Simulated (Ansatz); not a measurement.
**GdN (PbO type): how the settings move a single-point run**

How sensitive is a single-point run of GdN (PbO type) to its settings? A reference run comes first, then two runs with altered input.

Method: reference: DFT PBE, scalar-relativistic, plane waves, PAW, in Ansatz 0.2.0.

3 further runs of the same task are left out: 1 that didn't finish, 2 set aside as unsound or not needed. Runs told in other sessions of the task aren't counted.

### 1 The starting structure

It takes space group P4/nmm (No. 129, tetragonal). Conventional cell: a = 4.294 Å, b = 4.294 Å, c = 3.567 Å, α = 90.00°, β = 90.00°, γ = 90.00°. Around Gd (site symmetry 4mm) lie 4 N at 2.32 Å. Around N (site symmetry -4m2) lie 4 Gd at 2.32 Å.

Coordinates:

```cif
data_structure
_symmetry_space_group_name_H-M 'P4/nmm:1'
_symmetry_Int_Tables_number 129
_cell_length_a 4.2935
_cell_length_b 4.2935
_cell_length_c 3.5673
_cell_angle_alpha 90.000
_cell_angle_beta 90.000
_cell_angle_gamma 90.000
_cell_volume 65.76
loop_
_atom_site_label
_atom_site_type_symbol
_atom_site_symmetry_multiplicity
_atom_site_Wyckoff_symbol
_atom_site_fract_x
_atom_site_fract_y
_atom_site_fract_z
_atom_site_occupancy
Gd1 Gd 2 c 0.50000 0.00000 0.24868 1
N1 N 2 a 0.00000 0.00000 0.00000 1
```

### 2 Baseline

input.yaml

```yaml
crystal:
  lattice:
    - [4.2935180624, 0.0, 0.0]
    - [0.0, 4.2935180624, 0.0]
    - [0.0, 0.0, 3.5672872151]
  atoms:
    - { symbol: Gd, position: [0.5, 0.0, 0.2486793575], spin: 7.43 }
    - { symbol: Gd, position: [0.0, 0.5, 0.7513208202], spin: -7.43 }
    - { symbol: "N", position: [0.0, 0.0, -8.88e-08] }
    - { symbol: "N", position: [0.5, 0.5, -8.88e-08] }
basis:
  ecutwfc: 420
  ecutrho_ratio: 4
kpoints:
  mp_grid: { grid: [8, 8, 10] }
  band_path:
    path:
      - [[0.0, 0.0, 0.0], [0.0, 0.5, 0.0], [0.5, 0.5, 0.0], [0.0, 0.0, 0.0], [0.0, 0.0, 0.5], [0.0, 0.5, 0.5], [0.5, 0.5, 0.5], [0.0, 0.0, 0.5]]
      - [[0.0, 0.5, 0.0], [0.0, 0.5, 0.5]]
      - [[0.5, 0.5, 0.0], [0.5, 0.5, 0.5]]
    npoints: 14
hamiltonian:
  xc: pbe
scf:
  occupations: { method: gaussian, width: 0.05 }
  lower_state_search: "off"
  n_extra_bands: 27
output:
  forces: true
  stress: true
  eigenvalues: true
  populations: true
  hubbard: { sites: [{ species: Gd, l: f }] }
  dos: { projected: true, de: 0.02, nscf_kmesh: { grid: [12, 12, 15] } }
  bader: true
  write_density: true
  write_potential: true
  elf: true
  volumetric_format: npy
magnetization:
  spin_polarized: true
checkpoint:
  read: start.run
  write: ck
  compress: false
  write_wavefunctions: false
  write_every: 100000
```

The run is started by

```sh
ansatz run input.yaml --threads 2 --pin off --max-ram 2662MiB --backend cpu --events-out ev --progress --plain --runs-dir out
```

### 3 Changing settings: starting moments, xc rpbe, lower_state_search left out

input.yaml

```yaml
crystal:
  lattice:
    - [4.2935180624, 0.0, 0.0]
    - [0.0, 4.2935180624, 0.0]
    - [0.0, 0.0, 3.5672872151]
  atoms:
    - { symbol: Gd, position: [0.5, 0.0, 0.2486793575], spin: -7.0 }
    - { symbol: Gd, position: [0.0, 0.5, 0.7513208202], spin: 7.0 }
    - { symbol: "N", position: [0.0, 0.0, -8.88e-08] }
    - { symbol: "N", position: [0.5, 0.5, -8.88e-08] }
basis:
  ecutwfc: 420
  ecutrho_ratio: 4
kpoints:
  mp_grid: { grid: [8, 8, 10] }
hamiltonian:
  xc: rpbe
scf:
  occupations: { method: gaussian, width: 0.05 }
output:
  forces: true
  stress: true
magnetization:
  spin_polarized: true
```

### 4 Changing settings: ecutwfc 300 eV, lower_state_search left out

input.yaml

```yaml
crystal:
  lattice:
    - [4.2935180624, 0.0, 0.0]
    - [0.0, 4.2935180624, 0.0]
    - [0.0, 0.0, 3.5672872151]
  atoms:
    - { symbol: Gd, position: [0.5, 0.0, 0.2486793575], spin: 7.0 }
    - { symbol: Gd, position: [0.0, 0.5, 0.7513208202], spin: -7.0 }
    - { symbol: "N", position: [0.0, 0.0, -8.88e-08] }
    - { symbol: "N", position: [0.5, 0.5, -8.88e-08] }
basis:
  ecutwfc: "300 eV"
  ecutrho_ratio: 4
kpoints:
  mp_grid: { grid: [8, 8, 10] }
hamiltonian:
  xc: pbe
scf:
  occupations: { method: gaussian, width: 0.05 }
output:
  forces: true
  stress: true
  write_density: true
  write_potential: true
  elf: true
  volumetric_format: npy
magnetization:
  spin_polarized: true
```

What does the calculation give? Wanted: for each run, ending; energy change; pressure; gap; abs. moment; force.

The runs gave:

| run | ending | energy change | pressure (GPa) | gap (eV) | abs. moment (μB) | force (eV/Å) | cycles | time |
| --- | --- | --- | --- | --- | --- | --- | --- | --- |
| reference | converged | 0 | 0.0 | 0.91 | 13.96 | 0.00 | - | 2.1 min |
| 1: starting moments, xc rpbe, lower_state_search left out | converged | not comparable | 3.1 | 0.99 | 13.95 | 0.08 | 11 | 26 s |
| 2: ecutwfc 300 eV, lower_state_search left out | converged | +248.2 meV/atom | 0.3 | 0.91 | 13.93 | 0.02 | 11 | 26 s |

Times don't compare one to one where runs were asked for different outputs or read a saved state (see the inputs); cycles may leave out searches for a lower state.

Residual by cycle in the longest SCF loop of each run; runs are numbered as in the table. The quantity is the density residual dr2, in eV.

| cycle | reference | run 1 | run 2 |
| --- | --- | --- | --- |
| 1 | 7.3e-11 | 2.25 | 2 |
| 2 | 2.1e-11 | 0.956 | 0.89 |
| 3 | - | 0.303 | 0.342 |
| 4 | - | 0.00854 | 0.0106 |
| 5 | - | 0.00337 | 0.00208 |
| 6 | - | 1.1e-4 | 5.4e-5 |
| 7 | - | 7.9e-6 | 1.1e-5 |
| 8 | - | 1.5e-6 | 5.2e-7 |
| 9 | - | 2.2e-7 | 1.8e-7 |
| 10 | - | 1.9e-8 | 1.1e-8 |
| 11 | - | 9.9e-9 | 1.9e-9 |

**Reading.** «ecutwfc 300 eV, lower_state_search left out» moves the energy by +248.2 meV/atom. Run 2 ran under the cutoff that the potentials recommend, as the log warns, so basis error is mixed into its values. The gap of the reference lacks spin-orbit coupling, though the cell holds Gd.
